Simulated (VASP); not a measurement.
Wanted: the native input for a VASP 6.6.1 run.

```yaml
Task: relaxation of cell and atoms
Functional: BEEF-vdW
Potentials_or_basis: VASP PAW PBE potentials, release 64 (Al, O)
Cutoff: 600 eV
k_mesh: 7 × 7 × 7
Occupations: fermi-dirac, width 0.05 eV
Spin: no spin polarisation
Further_INCAR_settings: ALGO = Normal; EDIFF = 1e-06; IBRION = 2; EDIFFG = -0.01; NSW = 60; ISIF = 3
```

The structure of Al2O3 (Corundum) lies in POSCAR:

```
Al2O3
1.0
    2.3802500000      1.3742379782      4.3318666667
   -2.3802500000      1.3742379782      4.3318666667
    0.0000000000     -2.7484759565      4.3318666667
Al O
4 6
Direct
    0.8521600000      0.8521600000      0.8521600000
    0.6478400000      0.6478400000      0.6478400000
    0.1478400000      0.1478400000      0.1478400000
    0.3521600000      0.3521600000      0.3521600000
    0.0566800000      0.7500000000      0.4433200000
    0.7500000000      0.4433200000      0.0566800000
    0.4433200000      0.0566800000      0.7500000000
    0.9433200000      0.2500000000      0.5566800000
    0.2500000000      0.5566800000      0.9433200000
    0.5566800000      0.9433200000      0.2500000000
```

These files were run (other wordings do the same):

INCAR

```
  ALGO = Normal
  EDIFF = 1E-6
  EDIFFG = -0.01
  ENCUT = 600
  GGA = BF
  IBRION = 2
  ISIF = 3
  ISMEAR = -1
  LASPH = T
  LCHARG = F
  LREAL = F
  LUSE_VDW = T
  LWAVE = F
  NELM = 80
  NSW = 60
  PREC = Accurate
  SIGMA = 0.05
  ZAB_VDW = -1.8867
```

KPOINTS

```
k-points
0
Gamma
  7 7 7
```

Potentials or basis: VASP PAW PBE potentials, release 64 (Al, O).

Command:

```sh
$ cat potpaw_PBE.64/Al/POTCAR potpaw_PBE.64/O/POTCAR > POTCAR
$ mpirun -np 1 vasp_std > vasp.out
```

It gave:

| Property | Result |
| --- | --- |
| Relaxed volume | 8.76 Å³/atom |
| Relaxed cell | a = 5.181 Å, b = 5.181 Å, c = 5.181 Å, α = 55.31°, β = 55.31°, γ = 55.31° |
| Space group after relaxing (to 0.05 Å) | R-3c (No. 167) |
| Energy gained by relaxing | 5.8 meV/atom |
| Ionic steps | 5 |
| Pressure after relaxing | 0.0 GPa |
| Largest force after relaxing | 0.008 eV/Å |
| Band gap on the k mesh | 6.07 eV, direct |

Caveat: the PAW data sets were made with another functional, which shifts forces and pressure a little; an odd mesh through Γ misses points on the zone boundary, where band edges often lie.

Wall time 9.4 min on 1 thread of Intel(R) Xeon(R) 6975P-C (Granite Rapids) (shared host), peak memory 0.7 GiB.
